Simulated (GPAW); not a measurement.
The system is Se.

```
Se
1.0
     4.36620    0.00000    0.00000
    -2.18310    3.78124    0.00000
     0.00000    0.00000    4.95360
Se
3
Direct
  0.77460 0.77460 0.00000
  0.00000 0.22540 0.66667
  0.22540 0.00000 0.33333
```

- Program: GPAW 26.7.0
- Task: relaxation of cell and atoms
- Functional: r2SCAN
- Potentials or basis: GPAW PAW data sets (gpaw-data 1.2.1)
- Cutoff: 600 eV
- Basis: pw
- k mesh: 5 × 5 × 4
- Occupations: fermi-dirac, width 0.05 eV
- Spin: no spin polarisation

At the start: pressure 1.3 GPa; volume 27.26 Å³/atom.

**Question.** How do energy, volume and symmetry change on relaxing?

**Answer.** Over 13 steps the energy falls by 5.1 meV/atom and the volume is 29.04 Å³/atom (+6.5 %); space group P3_121 (No. 152, to 0.05 Å).

The path:
```csv
step,energy change (eV),largest force (eV/Å),pressure (GPa),volume (Å³)
1,0.0000,0.0571,1.28,81.78
2,-0.0022,0.0114,1.03,82.04
3,-0.0065,0.1284,0.19,83.05
4,-0.0074,0.1376,0.06,83.35
5,-0.0108,0.1047,-0.20,84.56
6,-0.0119,0.0430,-0.10,84.95
7,-0.0121,0.0009,0.04,84.96
8,-0.0123,0.0131,0.11,84.93
9,-0.0126,0.0344,0.22,84.95
10,-0.0133,0.0546,0.33,85.17
11,-0.0142,0.0613,0.36,85.79
12,-0.0151,0.0385,0.23,86.61
13,-0.0154,0.0096,0.06,87.13
```

Final structure:
```yaml
crystal:
  lattice:
    - [4.49123, -0.00001, 0.00000]
    - [-2.24562, 3.88951, 0.00000]
    - [0.00000, 0.00000, 4.98755]
  atoms:
    - { symbol: Se, position: [0.78208, 0.78208, 0.00000] }
    - { symbol: Se, position: [0.00000, 0.21792, 0.66667] }
    - { symbol: Se, position: [0.21792, 0.00000, 0.33333] }
```

Caveat: later steps reuse the first step's grids; the PAW data sets were made with another functional, which shifts forces and pressure a little.
